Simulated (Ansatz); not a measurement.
Relaxed RuO2 (rutile):

```yaml
crystal:
  lattice:
    - [4.47993, 0.00000, 0.00000]
    - [0.00000, 4.47993, 0.00000]
    - [0.00000, 0.00000, 3.10691]
  atoms:
    - { symbol: Ru, position: [0.50000, 0.50000, 0.50000] }
    - { symbol: Ru, position: [0.00000, 0.00000, 0.00000] }
    - { symbol: O, position: [0.80532, 0.80532, 0.50000] }
    - { symbol: O, position: [0.30532, 0.69468, 0.00000] }
    - { symbol: O, position: [0.69468, 0.30532, 0.00000] }
    - { symbol: O, position: [0.19468, 0.19468, 0.50000] }
```

The numbers are results of r2SCAN (plane waves to 500 eV, PAW, scalar-relativistic; Ansatz, a first-principles code), not measurements. k mesh 9×9×12 (Γ-centred), Fermi-Dirac smearing 0.05 eV. With partly filled bands, energies and forces of such displacements shift with the k mesh and the smearing. RuO2 is run without spin polarisation and with no Hubbard U. RuO2 was relaxed with its symmetry unable to fall.

One atom of the cell was then moved (with its periodic images), all else fixed, and the forces (eV/Å) came out as:

```
atom      Fx      Fy     Fz
----  ------  ------  -----
Ru1   -3.334   0.162  0.000
Ru2    0.507   0.001  0.000
O3     0.670   0.436  0.000
O4     0.802  -0.297  0.000
O5     1.001  -0.435  0.000
O6     0.354   0.134  0.000
```

Which atom was moved, and by which vector (Å)?

Ru1, by (0.12, 0.00, 0.00), 0.12 Å in all.

(For displaced atoms, the force is minus the slope of the energy, and its curvature is a force constant, which sets phonon frequencies.)
